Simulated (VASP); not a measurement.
Wanted: the native input for a VASP 6.6.1 run.

- Task: relaxation of the atoms
- Functional: PBEsol
- Potentials or basis: VASP PAW PBE potentials, release 64 (Be, Te)
- Cutoff: 600 eV
- k mesh: 8 × 8 × 8
- Occupations: gaussian, width 0.03 eV
- Spin: no spin polarisation
- Further INCAR settings: ALGO = Fast; EDIFF = 1e-07; IBRION = 2; EDIFFG = -0.01; NSW = 40

The structure of BeTe lies in POSCAR:

```
BeTe                                    
1.0
    0.0000000000      2.8247192302      2.8247192302
    2.8247192302      0.0000000000      2.8247192302
    2.8247192302      2.8247192302      0.0000000000
  Be              Te            
     1     1
Direct
     0.0000000000000000    0.0000000000000000    0.0000000000000000
     0.2500000000000000    0.2500000000000000    0.2500000000000000
```

The cell isn't the ideal one: a relaxed cell with its volume scaled by 1.02.

These files were run (other wordings do the same):

INCAR

```
PREC     = Accurate       # precision mode
ENCUT    = 600            # plane-wave cutoff, eV
EDIFF    = 1E-7           # SCF threshold, eV
ISMEAR   = 0              # smearing method
SIGMA    = 0.03           # smearing width, eV
LREAL    = False          # projectors in reciprocal space
LASPH    = True           # aspherical terms in the spheres
NELM     = 80             # most SCF steps
ALGO     = Fast           # electronic algorithm
ISIF     = 2              # what is computed and relaxed
LWAVE    = False          # write WAVECAR
LCHARG   = False          # write CHGCAR
GGA      = PS             # functional
IBRION   = 2              # ionic algorithm
NSW      = 40             # ionic steps
EDIFFG   = -0.01          # ionic threshold
```

KPOINTS

```
regular mesh
0
Gamma
  8 8 8
```

Potentials or basis: VASP PAW PBE potentials, release 64 (Be, Te).

Run with:

```console
$ cat potpaw_PBE.64/Be/POTCAR potpaw_PBE.64/Te/POTCAR > POTCAR
$ mpirun -np 1 vasp_std > vasp.out
```

It gave:

| Item | Value |
| --- | --- |
| Pressure after relaxing | -1.1 GPa |
| Band gap on the k mesh | 1.88 eV, indirect (least direct gap 3.61 eV) |

Caveat: the relaxation stopped at its first step, so nothing moved; the PAW data sets were made with another functional, which shifts forces and pressure a little; spin-orbit coupling is left out, which moves the levels of the heavy elements.

Run time: 8.3 s on 1 thread of AMD EPYC 9R45 (Zen 5), with other jobs on the host, peak memory 0.15 GiB.
